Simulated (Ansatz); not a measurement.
# TiAl3: the cost of one run

Computed with Ansatz 0.2.0 (DFT PBEsol, scalar-relativistic, plane waves, PAW, unless a step's input says otherwise).

4 further runs of the same task are left out: 2 that didn't finish, 2 set aside as unsound or not needed. Runs told in other sessions of the task aren't counted.

**1. The structure to begin with**

It takes space group Pm-3m (No. 221, cubic). Conventional cell: a = 3.948 Å, b = 3.948 Å, c = 3.948 Å, α = 90.00°, β = 90.00°, γ = 90.00°. Ti (site symmetry m-3m) has 12 Al at 2.79 Å in its first shell of neighbours. Al (site symmetry 4/mmm) has 4 Ti at 2.79 Å and 8 Al at 2.79 Å in its first shell of neighbours. Al (site symmetry 4/mmm) is surrounded by 8 Al at 2.79 Å and 4 Ti at 2.79 Å.

Structure file:

```xyz
12
Lattice="0.0000 -3.9483 0.0000 0.0000 0.0000 -3.9483 11.8450 0.0000 0.0000" Properties=species:S:1:pos:R:3 pbc="T T T"
Ti    3.9483    0.0000   -3.9483
Ti    7.8967    0.0000   -3.9483
Ti    0.0000    0.0000   -3.9483
Al    1.9742   -1.9742    0.0000
Al    5.9225   -1.9742    0.0000
Al    9.8709   -1.9742    0.0000
Al    1.9742    0.0000   -1.9742
Al    5.9225    0.0000   -1.9742
Al    9.8709    0.0000   -1.9742
Al    0.0000   -1.9742   -1.9742
Al    3.9483   -1.9742   -1.9742
Al    7.8967   -1.9742   -1.9742
```

It goes back to an entry of the Materials Project, which need not be the stable form.

It is built from the cell relaxed beforehand with the same method (15.39 Å³/atom).

**2. The reference cell**

The cell is repeated 3 times, 12 atoms in all. The reference gives a free energy of -12147.1857 eV, pressure 0.04 GPa, largest force 0.000 eV/Å and gap on the mesh none (metal). It was computed beforehand with the settings of the runs below.

**3. Setting up a stacking-fault curve**

The cut lies on the cell's a–b face, a (1 0 0) plane of area 15.59 Å², between layers 1.97 Å apart (Al below, Al, Ti above); the cell is 11.8 Å thick. Vector c is tilted by f times 1·a + 0·b (length 3.948 Å) with the atoms' Cartesian places fixed: one unrelaxed fault per cell.

**4. Point f = 0.200**

Input file input.yaml:

```yaml
crystal:
  lattice:
    - [0.0, -3.9483448101, 0.0]
    - [0.0, 0.0, -3.9483448101]
    - [11.8450344303, -0.789668962, 0.0]
  atoms:
    - { symbol: Ti, position: [-0.0166666667, 1.0, 0.0833333333] }
    - { symbol: Ti, position: [-0.0833333333, 1.0, 0.4166666667] }
    - { symbol: Ti, position: [-0.15, 1.0, 0.75] }
    - { symbol: Al, position: [0.3166666667, 0.0, 0.9166666667] }
    - { symbol: Al, position: [0.45, 0.0, 0.25] }
    - { symbol: Al, position: [0.3833333333, 0.0, 0.5833333333] }
    - { symbol: Al, position: [-0.1833333333, 0.5, 0.9166666667] }
    - { symbol: Al, position: [-0.05, 0.5, 0.25] }
    - { symbol: Al, position: [-0.1166666667, 0.5, 0.5833333333] }
    - { symbol: Al, position: [0.35, 0.5, 0.75] }
    - { symbol: Al, position: [0.4833333333, 0.5, 0.0833333333] }
    - { symbol: Al, position: [0.4166666667, 0.5, 0.4166666667] }
basis:
  ecutwfc: 420
kpoints:
  mp_grid: { grid: [12, 12, 4] }
hamiltonian:
  xc: pbesol
scf:
  occupations: { method: gaussian, width: 0.15 }
output:
  forces: true
  stress: true
  eigenvalues: true
```

Started as:

```sh
ansatz run input.yaml --threads 2 --pin off --max-ram 5120MiB --backend cpu --events-out ev --progress --plain --runs-dir out
```

**Question.** How long does this run take on 2 threads of Arm Neoverse V1, shared host, and how much memory does it need?

About 75 s, with a peak of 1.2 GiB.
